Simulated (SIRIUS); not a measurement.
Runs of SIRIUS 7.10.0 on Ir. The structure is cubic, space group Fm-3m (No. 225). Conventional cell: a = 3.831 Å, b = 3.831 Å, c = 3.831 Å, α = 90.00°, β = 90.00°, γ = 90.00°. Ir (site symmetry m-3m) is surrounded by 12 Ir at 2.71 Å. 

| level | gap on the mesh (eV) | pressure (GPa) | relaxed volume (Å³/atom) |
| --- | --- | --- | --- |
| RPBE+D4 | none | 0.0 | 13.98 |
| RPBE+D3 | none | 0.0 | 14.19 |
| RPBE | none | 0.0 | (a) |
| RPBE+D3(BJ) | none | -0.1 | 13.00 |

Alike in all rows: task relaxation of cell and atoms; potentials or basis PseudoDojo 0.4.1 PBE standard (scalar relativistic); no spin polarisation; cell relaxed; k mesh 8 × 8 × 8; cutoff (eV) 937; smearing fermi-dirac 0.05 eV.

Q: Fill in the values left out.

A: (a) 14.69.

Caveats: the potentials were made for another functional, which shifts forces and pressure; pairwise dispersion overbinds metals, which lowers pressure and volume (some runs).

A k mesh can miss the band edges, and the runs leave out spin-orbit coupling on Ir.

A gap of «none» marks a metal or a gap under the smearing width.

Runs at the PBE level aren't shown here.
